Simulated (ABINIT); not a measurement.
# Pt (Fm-3m) in ABINIT: further runs

One crystal, Pt, is run at these levels: LDA; tasks: relaxation of cell and atoms, single point.

Everything below comes from runs of ABINIT 10.8.3 (patched build). Logs are shortened: lines on timing, memory, paths and dates and some standing lists are left out, and cuts for length are marked. The log counts tension as positive stress, the text compression.

### Step 1. The structure

Symmetry: Fm-3m, No. 225, cubic system. Conventional cell: a = 3.922 Å, b = 3.922 Å, c = 3.922 Å, α = 90.00°, β = 90.00°, γ = 90.00°. Pt (site symmetry m-3m) is surrounded by 12 Pt at 2.77 Å.

### Step 2. Relaxation of cell and atoms, LDA

Contents of run.abi:

```
pp_dirpath "./"
pseudos "Pt.upf"

acell 3*1.0 Angstrom
rprim
     0.0000000000     1.9609000000     1.9609000000
     1.9609000000     0.0000000000     1.9609000000
     1.9609000000     1.9609000000     0.0000000000
ntypat 1
znucl 78
natom 1
typat 1
chkprim 0
chksymtnons 0
tolsym 1.0e-6
xred
            0.0            0.0            0.0

ecut 40.0
ecutsm 0.5

kptopt 1
ngkpt 9 9 9
nshiftk 1
shiftk 0.0 0.0 0.0

ixc 7

nband 13
occopt 3
tsmear 0.00183747

nstep 80
tolvrs 1.0e-12

iomode 3
prteig 0
prtebands 0
prtwf 0
prtden 0

ionmov 2
optcell 2
ntime 50
tolmxf 2.0e-5
dilatmx 1.08
```

Potentials or basis: PseudoDojo NC SR LDA v0.4.1 standard.

Started as:

```sh
> abinit run.abi > log 2>&1
```

run.abo:

```text
.Version 10.8.3 of ABINIT
 Symmetries : space group Fm -3 m (#225); Bravais cF (face-center cubic)
================================================================================
 Values of the parameters that define the memory need of the present run
     intxc =       0    ionmov =       2      iscf =       7    lmnmax =       8
     lnmax =       8     mgfft =      36  mpssoang =       4    mqgrid =    3001
     natom =       1  nloc_mem =       1    nspden =       1   nspinor =       1
    nsppol =       1      nsym =      48    n1xccc =    2501    ntypat =       1
    occopt =       3   xclevel =       1
       mpw =        1565          nfft =       46656          nkpt =          35
================================================================================
================================================================================

--------------------------------------------------------------------------------
------------- Echo of variables that govern the present computation ------------
--------------------------------------------------------------------------------
 -outvars: echo values of preprocessed input variables --------
            acell      1.8897261259E+00  1.8897261259E+00  1.8897261259E+00 Bohr
              amu      1.95080000E+02
          chkprim           0
      chksymtnons           0
          dilatmx      1.08000000E+00
             ecut      4.00000000E+01 Hartree
           ecutsm      5.00000000E-01 Hartree
           ionmov           2
              ixc           7
         kptrlatt        9    0    0      0    9    0      0    0    9
          kptrlen      4.71641293E+01
            natom           1
            nband          13
            ngfft          36      36      36
             nkpt          35
            nstep          80
             nsym          48
            ntime          50
           ntypat           1
           occopt           3
          optcell           2
           prtden           0
        prtebands           0
           prteig           0
            prtwf           0
            rprim      0.0000000000E+00  1.9609000000E+00  1.9609000000E+00
                       1.9609000000E+00  0.0000000000E+00  1.9609000000E+00
                       1.9609000000E+00  1.9609000000E+00  0.0000000000E+00
          spgroup         225
           tolmxf      2.00000000E-05
           tolsym      1.00000000E-06
           tolvrs      1.00000000E-12
           tsmear      1.83747000E-03 Hartree
            typat      1
            znucl       78.00000

================================================================================

 chkinp: Checking input parameters for consistency.

================================================================================
== DATASET  1 ==================================================================

--- !DatasetInfo
iteration_state: {dtset: 1, }
dimensions: {natom: 1, nkpt: 35, mband: 13, nsppol: 1, nspinor: 1, nspden: 1, mpw: 1565, }
cutoff_energies: {ecut:  40.0, pawecutdg:  -1.0, }
electrons: {nelect:   1.80000000E+01, charge:   0.00000000E+00, occopt:   3.00000000E+00, tsmear:   1.83747000E-03, }
meta: {optdriver: 0, ionmov: 2, optcell: 2, iscf: 7, paral_kgb: 0, }
...

 Exchange-correlation functional for the present dataset will be:
  LDA: Perdew-Wang 92 LSD fit to Ceperley-Alder data - ixc=7
  J.P.Perdew and Y.Wang, PRB 45, 13244 (1992)

 Real(R)+Recip(G) space primitive vectors, cartesian coordinates (Bohr,Bohr^-1):
 R(1)=  0.0000000  3.7055640  3.7055640  G(1)= -0.1349322  0.1349322  0.1349322
 R(2)=  3.7055640  0.0000000  3.7055640  G(2)=  0.1349322 -0.1349322  0.1349322
 R(3)=  3.7055640  3.7055640  0.0000000  G(3)=  0.1349322  0.1349322 -0.1349322
 Unit cell volume ucvol=  1.0176371E+02 bohr^3
 Angles (23,13,12)=  6.00000000E+01  6.00000000E+01  6.00000000E+01 degrees

 getcut: wavevector=  0.0000  0.0000  0.0000  ngfft=  36  36  36
         ecut(hartree)=     46.656   => boxcut(ratio)=   2.23416

 getcut : COMMENT -
  Note that boxcut > 2.2 ; recall that boxcut=Gcut(box)/Gcut(sphere) = 2
  is sufficient for exact treatment of convolution.
  Such a large boxcut is a waste : you could raise ecut
  e.g. ecut=   58.220528 Hartrees makes boxcut=2

--- Pseudopotential description ------------------------------------------------
- pspini: atom type   1  psp file is ./Pt.upf
  78.00000  18.00000  180309                  znucl, zion, pspdat
12 -1012 3 -1 1340                            pspcod,pspxc,lmax,lloc,mmax
     nproj     2     2     2     2

   4.77588339E+02                                ecore*ucvol(ha*bohr**3)
--------------------------------------------------------------------------------

================================================================================

=== [ionmov= 2] Broyden-Fletcher-Goldfarb-Shanno method (forces)
================================================================================

--- Iteration: ( 1/50) Internal Cycle: (1/1)
--------------------------------------------------------------------------------

---SELF-CONSISTENT-FIELD CONVERGENCE--------------------------------------------

--- !BeginCycle
iteration_state: {dtset: 1, itime: 1, icycle: 1, }
solver: {iscf: 7, nstep: 80, nline: 4, wfoptalg: 0, }
tolerances: {tolvrs: 1.00E-12, }
...

     iter   Etot(hartree)      deltaE(h)  residm     vres2
 ETOT  1  -130.63131877072    -1.306E+02 1.805E-01 1.293E+02
 ETOT  2  -130.67844137571    -4.712E-02 2.244E-02 6.821E+01
 ETOT  3  -130.68845619528    -1.001E-02 1.380E-03 2.532E-02
 ETOT  4  -130.68846065612    -4.461E-06 1.089E-03 5.417E-04
 ETOT  5  -130.68846071065    -5.453E-08 2.027E-04 1.939E-06
 ETOT  6  -130.68846071092    -2.774E-10 3.466E-04 1.242E-09
 ETOT  7  -130.68846071092    -4.832E-13 1.011E-04 1.555E-11
 ETOT  8  -130.68846071093    -2.501E-12 1.603E-04 5.015E-14

 At SCF step    8       vres2   =  5.01E-14 < tolvrs=  1.00E-12 =>converged.

 Cartesian components of stress tensor (hartree/bohr^3)
  sigma(1 1)=  2.44848156E-04  sigma(3 2)=  0.00000000E+00
  sigma(2 2)=  2.44848156E-04  sigma(3 1)=  0.00000000E+00
  sigma(3 3)=  2.44848156E-04  sigma(2 1)=  0.00000000E+00

--- !ResultsGS
iteration_state: {dtset: 1, itime: 1, icycle: 1, }
comment   : Summary of ground state results
lattice_vectors:
- [  0.0000000,   3.7055640,   3.7055640, ]
- [  3.7055640,   0.0000000,   3.7055640, ]
- [  3.7055640,   3.7055640,   0.0000000, ]
lattice_lengths: [   5.24046,    5.24046,    5.24046, ]
lattice_angles: [ 60.000,  60.000,  60.000, ] # degrees, (23, 13, 12)
lattice_volume:   1.0176371E+02
convergence: {deltae: -2.501E-12, res2:  5.015E-14, residm:  1.603E-04, diffor: null, }
etotal    :  -1.30688461E+02
entropy   :   0.00000000E+00
fermie    :   5.93333572E-01
cartesian_stress_tensor: # hartree/bohr^3
- [  2.44848156E-04,   0.00000000E+00,   0.00000000E+00, ]
- [  0.00000000E+00,   2.44848156E-04,   0.00000000E+00, ]
- [  0.00000000E+00,   0.00000000E+00,   2.44848156E-04, ]
pressure_GPa:  -7.2037E+00
xred      :
- [  0.0000E+00,   0.0000E+00,   0.0000E+00, Pt]
cartesian_forces: # hartree/bohr
- [ -0.00000000E+00,  -0.00000000E+00,  -0.00000000E+00, ]
force_length_stats: {min:   0.00000000E+00, max:   0.00000000E+00, mean:   0.00000000E+00, }
...
[... 269 lines left out ...]
---OUTPUT-----------------------------------------------------------------------

 Cartesian coordinates (xcart) [bohr]
  0.00000000000000E+00  0.00000000000000E+00  0.00000000000000E+00
 Reduced coordinates (xred)
  0.00000000000000E+00  0.00000000000000E+00  0.00000000000000E+00
 Cartesian forces (fcart) [Ha/bohr]; max,rms= 0.00000E+00 0.00000E+00 (free atoms)
 -0.00000000000000E+00 -0.00000000000000E+00 -0.00000000000000E+00
 Gradient of E wrt nuclear positions in reduced coordinates (gred)
  0.00000000000000E+00  0.00000000000000E+00  0.00000000000000E+00
 Scale of Primitive Cell (acell) [bohr]
  5.19739846279778E+00  5.19739846279778E+00  5.19739846279778E+00
 Real space primitive translations (rprimd) [bohr]
  0.00000000000000E+00  3.67511569757285E+00  3.67511569757285E+00
  3.67511569757285E+00  0.00000000000000E+00  3.67511569757285E+00
  3.67511569757285E+00  3.67511569757285E+00  0.00000000000000E+00
 Unitary Cell Volume (ucvol) [Bohr^3]=  9.92757194533566E+01
 Angles (23,13,12)= [degrees]
  6.00000000000000E+01  6.00000000000000E+01  6.00000000000000E+01
 Lengths [Bohr]
  5.19739846279778E+00  5.19739846279778E+00  5.19739846279778E+00
 Stress tensor in cartesian coordinates (strten) [Ha/bohr^3]
  3.89065588080051E-09  0.00000000000000E+00  0.00000000000000E+00
  0.00000000000000E+00  3.89065590855608E-09  0.00000000000000E+00
  0.00000000000000E+00  0.00000000000000E+00  3.89065591549498E-09
 Total energy (etotal) [Ha]= -1.30688773270579E+02

 Difference of energy with previous step (new-old):
           Absolute (Ha)=-6.72586E-09
           Relative     =-5.14647E-11

 At Broyd/MD step   4, gradients are converged :
  max grad (force/stress) = 3.8907E-07 < tolmxf= 2.0000E-05 ha/bohr (free atoms)

================================================================================

 ----iterations are completed or convergence reached----

 Mean square residual over all n,k,spin=   33.797E-13; max=  15.372E-10
 reduced coordinates (array xred) for    1 atoms
       0.000000000000      0.000000000000      0.000000000000
 rms dE/dt=  0.0000E+00; max dE/dt=  0.0000E+00; dE/dt below (all hartree)
    1       0.000000000000      0.000000000000      0.000000000000

 cartesian coordinates (angstrom) at end:
    1      0.00000000000000     0.00000000000000     0.00000000000000

 cartesian forces (hartree/bohr) at end:
    1     -0.00000000000000    -0.00000000000000    -0.00000000000000
 frms,max,avg= 0.0000000E+00 0.0000000E+00   0.000E+00  0.000E+00  0.000E+00 h/b

 cartesian forces (eV/Angstrom) at end:
    1     -0.00000000000000    -0.00000000000000    -0.00000000000000
 frms,max,avg= 0.0000000E+00 0.0000000E+00   0.000E+00  0.000E+00  0.000E+00 e/A
 length scales=  5.197398462798  5.197398462798  5.197398462798 bohr
              =  2.750344820629  2.750344820629  2.750344820629 angstroms
 Fermi (or HOMO) energy (hartree) =   0.61579   Average Vxc (hartree)=  -0.55391
 Eigenvalues (hartree) for nkpt=  35  k points:
 kpt#   1, nband= 13, wtk=  0.00137, kpt=  0.0000  0.0000  0.0000 (reduced coord)
  -3.01757   -1.31964   -1.31964   -1.31964    0.22568    0.46879    0.46879    0.46879
   0.55279    0.55279    1.14986    1.33471    1.33471
      occupation numbers for kpt#   1
   2.00000    2.00000    2.00000    2.00000    2.00000    2.00000    2.00000    2.00000
   2.00000    2.00000    0.00000    0.00000    0.00000
 prteigrs : prtvol=0 or 1, do not print more k-points.

--- !EnergyTerms
iteration_state     : {dtset: 1, itime: 4, icycle: 1, }
comment             : Components of total free energy in Hartree
kinetic             :  3.73227358940375E+01
hartree             :  1.86198307909825E+01
xc                  : -2.36782337567084E+01
Ewald energy        : -1.01050921539282E+02
psp_core            :  4.81072654632606E+00
local_psp           : -7.45729800595798E+01
non_local_psp       :  7.86046956755991E+00
internal            : -1.30688372556664E+02
'-kT*entropy'       : -4.00713914791609E-04
total_energy        : -1.30688773270579E+02
total_energy_eV     : -3.55622268747917E+03
band_energy         : -9.24809169538911E+00
...

 Cartesian components of stress tensor (hartree/bohr^3)
  sigma(1 1)=  3.89065588E-09  sigma(3 2)=  0.00000000E+00
  sigma(2 2)=  3.89065591E-09  sigma(3 1)=  0.00000000E+00
  sigma(3 3)=  3.89065592E-09  sigma(2 1)=  0.00000000E+00

-Cartesian components of stress tensor (GPa)         [Pressure= -1.1447E-04 GPa]
- sigma(1 1)=  1.14467048E-04  sigma(3 2)=  0.00000000E+00
- sigma(2 2)=  1.14467049E-04  sigma(3 1)=  0.00000000E+00
- sigma(3 3)=  1.14467049E-04  sigma(2 1)=  0.00000000E+00

== END DATASET(S) ==============================================================
================================================================================

 -outvars: echo values of variables after computation  --------
            acell      5.1973984628E+00  5.1973984628E+00  5.1973984628E+00 Bohr
           etotal     -1.3068877327E+02
            fcart     -0.0000000000E+00 -0.0000000000E+00 -0.0000000000E+00
            rprim      0.0000000000E+00  7.0710678119E-01  7.0710678119E-01
                       7.0710678119E-01  0.0000000000E+00  7.0710678119E-01
                       7.0710678119E-01  7.0710678119E-01  0.0000000000E+00
           strten      3.8906558808E-09  3.8906559086E-09  3.8906559155E-09
                       0.0000000000E+00  0.0000000000E+00  0.0000000000E+00
 Calculation completed.
```

It took 78 s on 1 thread of Arm Neoverse V1, shared host; peak memory 0.07 GiB.

What came out:

```yaml
Free_energy: -3556.2227 eV
Relaxed_volume: 14.71 Å³/atom
Relaxed_cell: a = 2.750 Å, b = 2.750 Å, c = 2.750 Å, α = 60.00°, β = 60.00°, γ = 60.00°
Space_group_after_relaxing_to_0.05_Å: Fm-3m (No. 225)
Energy_gained_by_relaxing: 8.5 meV/atom
Ionic_steps: 4
Pressure_after_relaxing: 0.0 GPa
Band_gap_on_the_k_mesh: none (metal or under the smearing width)
```

Step by step:
```tsv
step	energy change (eV)	largest force (eV/Å)	pressure (GPa)	volume (Å³)
1	0.0000	0.0000	-7.20	15.08
2	-0.0084	0.0000	-0.81	14.75
3	-0.0085	0.0000	0.04	14.71
4	-0.0085	0.0000	0.00	14.71
```

Final structure:
```yaml
crystal:
  lattice:
    - [0.00000, 1.94479, 1.94479]
    - [1.94479, 0.00000, 1.94479]
    - [1.94479, 1.94479, 0.00000]
  atoms:
    - { symbol: Pt, position: [0.00000, 0.00000, 0.00000] }
```

### Step 3. Single point, LDA (cell relaxed)

Contents of run.abi:

```
# Pseudopotentials
pp_dirpath "./"
pseudos "Pt.upf"

# Structure
acell 3*1.0 Angstrom
rprim
     0.0000000000     1.9447874700     1.9447874700
     1.9447874700     0.0000000000     1.9447874700
     1.9447874700     1.9447874700     0.0000000000
ntypat 1
znucl 78
natom 1
typat 1
xred
     0.0000000000     0.0000000000     0.0000000000
chkprim 0
chksymtnons 0
tolsym 1.0e-6

# Plane-wave basis
ecut 1088.455450 eV

# k points
kptopt 1
ngkpt 9 9 9
nshiftk 1
shiftk 0.0 0.0 0.0

# Exchange and correlation
ixc 7

# Bands and occupations
nband 13
occopt 3
tsmear 0.05 eV

# SCF cycle
nstep 100
tolvrs 1.0e-10

# Output
iomode 3
prtwf 0
prtden 0
prteig 0
prtebands 0
enunit 1
```

Potentials or basis: PseudoDojo NC SR LDA v0.4.1 standard.

Started as:

```sh
> abinit run.abi > log 2>&1
```

It took 14 s on 1 thread of Arm Neoverse V1, shared host; peak memory 0.07 GiB.

Results (log left out):

| Property | Result |
| --- | --- |
| Free energy | -3556.2229 eV |
| Pressure | -0.2 GPa |
| Band gap on the k mesh | none (metal or under the smearing width) |
| Valence electrons inside the program's atomic spheres | Pt 14.52 (radii [1.0584] Å) |

Levels at points of the mesh, in eV from the Fermi level:
```csv
k point,band 6,band 7,band 8,band 9,band 10,band 11,band 12,band 13
"(0.00, 0.00, 0.00)",-4.00,-4.00,-4.00,-1.71,-1.71,14.53,19.56,19.56
```

The run has no spin-orbit coupling, so splittings on Pt are missing.
